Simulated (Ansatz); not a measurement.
The cell comes from COD entry 9007534, which wasn't checked; take it as a given geometry. The listed cell was then made from it by scaling, straining or moving an atom.

MgF2: DFT, LDA, PAW with Ansatz's default frozen-core files, scalar-relativistic (Ansatz 0.2.0). What sets it apart from a plain run of this crystal: equal xx and yy strain of +3 %.

Command: `ansatz run input.yaml --threads 2 --pin off --max-ram 8192MiB --backend cpu --events-out ev --progress --plain --runs-dir out` The run took 1.2 s on 2 threads of Intel(R) Xeon(R) Platinum 8488C (Sapphire Rapids) (shared host), peak memory 0.39 GiB.

```yaml
crystal:
  lattice:
    - [4.759939, 0.0, 0.0]
    - [0.0, 4.759939, 0.0]
    - [0.0, 0.0, 3.0159]
  atoms:
    - { symbol: Mg, position: [0.0, 0.0, 0.0] }
    - { symbol: Mg, position: [0.5, 0.5, 0.5] }
    - { symbol: F, position: [0.3028, 0.3028, 0.0] }
    - { symbol: F, position: [0.1972, 0.8028, 0.5] }
    - { symbol: F, position: [0.6972, 0.6972, 0.0] }
    - { symbol: F, position: [0.8028, 0.1972, 0.5] }
kpoints:
  mp_grid: { grid: [5, 5, 7] }
scf:
  occupations: { method: fermi_dirac, width: 0.02 }
hamiltonian:
  xc: lda
  pseudopotentials: { kind: paw }
output:
  forces: true
  stress: true
  eigenvalues: true
  efg: { contact_densities: true }
```

Output (standing set-up lines are left out):

```
Crystal: 6 atoms, lattice volume = 68.331 Å³
Basis set: ecut = 420 eV, 1315 PW (Γ)
Space group: P42/mnm (ITA 136), of the structure as read, at distance tolerance 4.1e-5 Å
SCF iter   1: F=—  HF=-6988.575652 eV  |F-HF|=—  |Δ(HF+E_count)|=         —  Δρ=2.10e-2  dr2=2.08e-1  ethr=1.77e-3  ⟨swp⟩=6.0  Hψ=3313  notcnv=0
preconditioner: auto → Resta (q_TF=auto, 2.572 Å⁻¹)  ε∞=2.9  [insulator: Δε(μ)=6.268 eV  Ē_g=18.680 eV  σ=0.020 eV  W_gap=1.00  n_scr=18 (ndim 8)  ℏωp=25.4 eV  f_vac=0.105  D(μ)=0.00/eV (n_scr^D=0)  ε∞_Penn≈2.9]
SCF iter   2: F=—  HF=-6988.506678 eV  |F-HF|=—  |Δ(HF+E_count)|=   6.90e-2  Δρ=5.09e-3  dr2=4.86e-3  ethr=4.33e-4  ⟨swp⟩=2.0  Hψ=1310  notcnv=0  defer=40
SCF iter   3: F=—  HF=-6988.504401 eV  |F-HF|=—  |Δ(HF+E_count)|=   2.28e-3  Δρ=1.99e-3  dr2=1.52e-3  ethr=1.01e-5  ⟨swp⟩=2.0  Hψ=1312  notcnv=0  defer=16
automatic band count: iteration 3 solves 29 bands in place of 30: the levels show a gap, and the empty bands left out lie too high to hold charge; the band table lists the bands solved (type scf.n_extra_bands for more)
SCF iter   4: F=—  HF=-6988.503879 eV  |F-HF|=—  |Δ(HF+E_count)|=   5.22e-4  Δρ=4.18e-4  dr2=6.37e-5  ethr=3.17e-6  ⟨swp⟩=2.0  Hψ=1220  notcnv=0  defer=16
SCF iter   5: F=—  HF=-6988.503870 eV  |F-HF|=—  |Δ(HF+E_count)|=   8.95e-6  Δρ=5.00e-5  dr2=9.06e-7  ethr=1.33e-7  ⟨swp⟩=1.9  Hψ=1028  notcnv=0  defer=16
SCF iter   6: F=-6988.503871 eV  HF=-6988.503871 eV  |F-HF|=4.16e-9  |Δ(HF+E_count)|=   3.07e-7  Δρ=4.18e-6  dr2=1.22e-8  ethr=2.08e-10  ⟨swp⟩=8.0  Hψ=2910  notcnv=0
SCF 1 converged in 6 iterations: F = -6988.503871 eV  dr2 = 1.22e-8
  greatest PAW one-centre occupation: 1.000 electrons in one spin orbital (limit 2), on the Mg atom at site 1 (counted from 0), in its partial waves of l = 1
SCF converged after 6 iterations
Free energy (F): -6988.503871 eV
Harris-Foulkes:  -6988.503871 eV  (|F-HF|=4.16e-9)
Internal energy: -6988.503871 eV  (E = F + TS)
E sigma→0 (E₀):  -6988.503871 eV
Fermi energy:    4.840183 eV
--- Per-component energies (eV) ---
  E_band       = -852.839291
  E_kinetic    = 977.762591
  E_local      = -5401.434507  (includes V_loc(G=0)·N_el)
  E_nonlocal   = 494.361911
  E_hartree    = 1941.795918
  E_xc         = -371.322727
  E_vxc        = -481.081813  (∫ρ·V_xc dr)
  E_paw        = -1293.256219  (= ΣΔE_a)
  E_vpaw       = -326.041171  (= ΣTr[D̂ρ^β])
  E_aug_tail   = 0.008141  (compensation charges beyond the density's cutoff)
  E_ewald      = -3337.172944
  E_core_change = 0.753966  (= ΣΔE_core)
  E_smearing   = -0.000000  (= −TS)
  E_closure    = 0.000000  (closes the sum)
  Σ components = -6988.503871   (vs F -6988.503871, Δ=0.00e0)
--- Forces (eV/Å), atoms counted from 1 ---
  atom   1  Mg     0.00000000    -0.00000000     0.00000000
  atom   2  Mg     0.00000000     0.00000000     0.00000000
  atom   3  F      0.08546248     0.08546248     0.00000000
  atom   4  F     -0.08546248     0.08546248     0.00000000
  atom   5  F     -0.08546248    -0.08546248     0.00000000
  atom   6  F      0.08546248    -0.08546248     0.00000000
  max |Σ_I F_I| component: 2.78e-17 eV/Å
--- Stress (GPa, compression-positive) ---
       -9.238256       0.000000       0.000000
        0.000000      -9.238256       0.000000
        0.000000       0.000000      -5.522377
  P = ⅓ Tr σ = -7.9996 GPa (-79.996 kbar)
--- PAW observables at the nuclei: V_zz in 10²¹ V/m², potentials from the cell's mean, atoms counted from 1 ---
  atom   1  Mg V_zz =    -0.440526   η = 0.1848   by run symmetry: allowed
            electrostatic potential = -1099.001221 V   contact ρ = 7712.321648 e/Å³
  atom   2  Mg V_zz =    -0.440526   η = 0.1848   by run symmetry: allowed
            electrostatic potential = -1099.001221 V   contact ρ = 7712.321648 e/Å³
  atom   3  F  V_zz =    -5.327377   η = 0.5216   by run symmetry: allowed
            electrostatic potential = -735.024032 V   contact ρ = 3083.356929 e/Å³
  atom   4  F  V_zz =    -5.327377   η = 0.5216   by run symmetry: allowed
            electrostatic potential = -735.024032 V   contact ρ = 3083.356929 e/Å³
  atom   5  F  V_zz =    -5.327377   η = 0.5216   by run symmetry: allowed
            electrostatic potential = -735.024032 V   contact ρ = 3083.356929 e/Å³
  atom   6  F  V_zz =    -5.327377   η = 0.5216   by run symmetry: allowed
            electrostatic potential = -735.024032 V   contact ρ = 3083.356929 e/Å³
--- Band table (eV; the first three rows and the last of 24) ---
  k-point 0: bands = ["-68.5788", "-68.5781", "-36.0256", "-36.0256", "-36.0101", "-36.0101", "-36.0098", "-36.0072", "-18.6588", "-17.8972", "-17.8972", "-17.8188", "-2.4796", "-0.8435", "-0.5581", "-0.5581", "-0.2538", "-0.1145", "0.4553", "0.4553", "0.8948", "1.2216", "1.2216", "1.5759", "8.1032", "13.2247", "13.2247", "14.9073", "15.2155"]
  k-point 1: bands = ["-68.5783", "-68.5776", "-36.0234", "-36.0234", "-36.0188", "-36.0165", "-36.0097", "-36.0097", "-18.5819", "-17.8821", "-17.8821", "-17.8201", "-2.3445", "-0.7042", "-0.4887", "-0.4887", "-0.3417", "-0.3192", "0.2471", "0.2471", "0.4952", "1.1613", "1.1613", "1.4891", "8.7137", "13.6820", "13.6820", "15.1600", "15.2651"]
  k-point 2: bands = ["-68.5770", "-68.5766", "-36.0391", "-36.0376", "-36.0180", "-36.0180", "-36.0091", "-36.0091", "-18.3826", "-17.8475", "-17.8475", "-17.8475", "-1.9868", "-0.7776", "-0.5887", "-0.4050", "-0.4050", "-0.3176", "-0.2389", "-0.0785", "-0.0785", "0.9922", "0.9922", "1.2221", "10.1685", "14.7586", "14.7586", "15.0801", "15.4597"]
  k-point 23: bands = ["-68.5758", "-68.5758", "-36.0550", "-36.0548", "-36.0129", "-36.0125", "-36.0097", "-36.0096", "-18.0180", "-17.9950", "-17.8560", "-17.8519", "-2.0183", "-1.9671", "-1.2656", "-1.2622", "-0.2500", "0.0472", "0.1033", "0.3303", "0.8878", "0.9456", "1.0231", "1.0665", "13.3118", "13.9163", "14.2373", "14.4864", "15.7408"]
```
